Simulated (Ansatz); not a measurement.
# W: the cost of one run

All numbers are computed with Ansatz 0.2.0 through its Python package. Level of theory: DFT revPBE, plane waves, PAW.

## (1) Starting point

W Im-3m: It takes space group Im-3m (No. 229, cubic). Conventional cell: a = 3.160 Å, b = 3.160 Å, c = 3.160 Å, α = 90.00°, β = 90.00°, γ = 90.00°. Around W (site symmetry m-3m) lie 8 W at 2.74 Å.

W Fd-3m: Symmetry: Fd-3m, No. 227, cubic system. The conventional cell has a = 5.480 Å, b = 5.480 Å, c = 5.480 Å, α = 90.00°, β = 90.00°, γ = 90.00°. W (site symmetry -43m) is surrounded by 4 W at 2.37 Å.

No structure file is read: the coordinates are typed or built in the script.

## (2) The script

File run_transition.py:

```python
import csv
import warnings

import ansatz as az
import numpy as np


def bcc(first, a):
    return (
        az.Lattice.bcc(a)
        .space_group(229)
        .atom(first, (0, 0, 0))
        .primitive()
    )


def diamond(A, a):
    return (
        az.Lattice.fcc(a)
        .space_group(227, origin_choice=1)
        .atom(A, (0, 0, 0))
        .primitive()
    )


def ground_state(name, crystal, pressure=0.0):
    calc = (
        crystal.calculation()
        .functional("revpbe")
        .basis(16 * az.Ha)
        .scf(max_iterations=200)
        .kpoints(spacing=0.3)
        .occupations("fermi_dirac", width=0.05)
    )
    calc = calc.relax(force_tolerance=0.03, cell=True, pressure=pressure)
    return calc.run(threads=1, backend="cpu")


def volume_per_atom(outcome):
    return abs(np.linalg.det(outcome.lattice.cell_ang)) / len(outcome.lattice.sites)

warnings.simplefilter("ignore", az.DeckWarning)

phases = {}
phases["bcc"] = bcc("W", 3.16)
phases["diamond"] = diamond("W", 5.48)

pressures = [0, 5, 10, 20]
enthalpy, volume = {name: [] for name in phases}, {name: [] for name in phases}
for p in pressures:
    for name, crystal in phases.items():
        o = ground_state(name, crystal, pressure=p)
        volume[name].append(volume_per_atom(o))
        enthalpy[name].append(o.report["energy_sigma0_ev"] / len(o.lattice.sites) + p * volume[name][-1] / 160.21766)
gap = np.array(enthalpy["diamond"]) - np.array(enthalpy["bcc"])
rows = [(p, va, vb, 1000 * d) for p, va, vb, d in zip(pressures, volume["bcc"], volume["diamond"], gap)]
with open("transition.csv", "w", newline="") as handle:
    writer = csv.writer(handle)
    writer.writerow(["P (GPa)", "V bcc (A^3/atom)", "V diamond (A^3/atom)", "H(diamond) - H(bcc) (meV/atom)"])
    writer.writerows([round(v, 4) if isinstance(v, float) else v for v in row] for row in rows)
print(open("transition.csv").read())
crossings = [p0 - g0 * (p1 - p0) / (g1 - g0) for p0, p1, g0, g1 in zip(pressures, pressures[1:], gap, gap[1:]) if g0 * g1 < 0]
print("crossing near", [round(float(p), 1) for p in crossings], "GPa") if crossings else print("no crossing in this range")
```

## (3) The calls as engine input

The engine receives this input (first run):

```yaml
crystal:
  lattice:
    bravais: bcc
    a: 3.16
  space_group: 229
  atoms:
    - { symbol: W, position: [0.0, 0.0, 0.0] }
  reduce_to_primitive: true
basis:
  ecutwfc: 435.382179935808
kpoints:
  mp_grid:
    kspacing: 0.3
hamiltonian:
  xc: revpbe
scf:
  max_iter: 200
  occupations:
    method: fermi_dirac
    width: 0.05
relax:
  f_tol: 0.03
  cell:
    p_target: 0.0
```

## (4) The run

Started as:

```sh
$ python run_transition.py
```

Q: Estimate wall time and peak memory on 1 thread of Arm Neoverse V2, shared host.

About 25 s, with a peak of 0.39 GiB.
